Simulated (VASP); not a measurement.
# KCl (rocksalt): one PBE relaxation of cell and atoms in two programs

Start cell

```cif
data_structure
_symmetry_space_group_name_H-M 'P 1'
_symmetry_Int_Tables_number 1
_cell_length_a 4.2966
_cell_length_b 4.2966
_cell_length_c 4.2966
_cell_angle_alpha 60.000
_cell_angle_beta 60.000
_cell_angle_gamma 60.000
_cell_volume 56.09
loop_
_atom_site_label
_atom_site_type_symbol
_atom_site_fract_x
_atom_site_fract_y
_atom_site_fract_z
_atom_site_occupancy
K1 K 0.00000 0.00000 0.00000 1
Cl1 Cl 0.50000 0.50000 0.50000 1
```

Each program uses its own PAW datasets. VASP's cell holds 16 valence electrons and Ansatz's 16.

Cutoffs: 600 eV in VASP, 420 eV in Ansatz. k meshes: 6×6×6 and 6×6×6.

```
                                              VASP                 Ansatz
relaxed cell vector lengths  4.515, 4.515, 4.515 Å  4.510, 4.510, 4.510 Å
        relaxed cell volume               65.09 Å³               64.87 Å³
```
